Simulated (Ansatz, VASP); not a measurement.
# KF in VASP and in Ansatz

```
K F
1.0
     0.00000    2.84558    2.84558
     2.84558    0.00000    2.84558
     2.84558    2.84558    0.00000
K F
1 1
Direct
  0.00000 0.00000 0.00000
  0.25000 0.25000 0.25000
```

Change from the starting cell: hydrostatic strain -3.1%.

Alike in both runs: task single point; functional HSE06; k mesh 6 × 6 × 6; no spin polarisation.

```csv
,VASP,Ansatz
version,VASP 6.6.1,Ansatz 0.2.0
potentials or method,"VASP PAW PBE potentials, release 64 (K_sv, F)","plane waves, PAW"
plane-wave cutoff (eV),520,420
occupations,"gaussian, width 0.01 eV",fixed
valence electrons in the cell,16,16
```

Ansatz gave:

| Property | Result |
| --- | --- |
| gap on the k mesh at the Fermi level (eV) | 7.32 |
| pressure (GPa) | 3.2 |

Estimate VASP's values.

gap on the k mesh at the Fermi level (eV): 7.30; pressure (GPa): 3.4.

Ansatz warned: «stress_exchange_threshold_loose».

Caveats: the PAW data sets were made with another functional, which shifts forces and pressure a little (VASP). A k mesh can miss the band edges.
